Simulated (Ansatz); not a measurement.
**CuCl2 in Ansatz: the effect of strain**

CuCl2:

```xyz
3
Lattice="-2.1647 2.1647 6.8599 2.1647 -2.1647 6.8599 2.1647 2.1647 -6.8599" Properties=species:S:1:pos:R:3 pbc="T T T"
Cu    0.0000    0.0000    0.0000
Cl    2.1647    0.0000    0.0000
Cl    0.0000    2.1647    0.0000
```

Measurements of this composition are mostly on another form, of space group No. 12.

Alike in all runs:

- Program: Ansatz 0.2.0
- Task: single point
- Functional: PBEsol
- Potentials or basis: Ansatz PAW
- Cutoff: 420 eV (not typed: the program's choice for these potentials)
- k mesh: 7 × 7 × 7
- Occupations: fermi-dirac, width 0.05 eV
- Spin: no spin polarisation
- Kind of strain: biaxial

```csv
strain,pressure (GPa)
-0.04,2.5
-0.02,0.6
-0.01,?
0,-0.9
0.01,-1.5
0.02,-2.0
0.04,-2.8
```

**Question.** What does the run with strain -0.01 give?

**Answer.** Pressure -0.2 GPa.

Worked out: A parabola through the other rows of the pressure, of slope -75.3 GPa per unit of strain there, gives -0.2 GPa, against the run's -0.2.

Caveats: an odd number of electrons without spin polarisation forces a metal; a magnetic or distorted state may lie lower; the run has no spin polarisation, though such a crystal can be magnetic; the PAW data sets come from PBE, with cores solved anew for the run's functional, which leaves a small shift of forces and pressure.
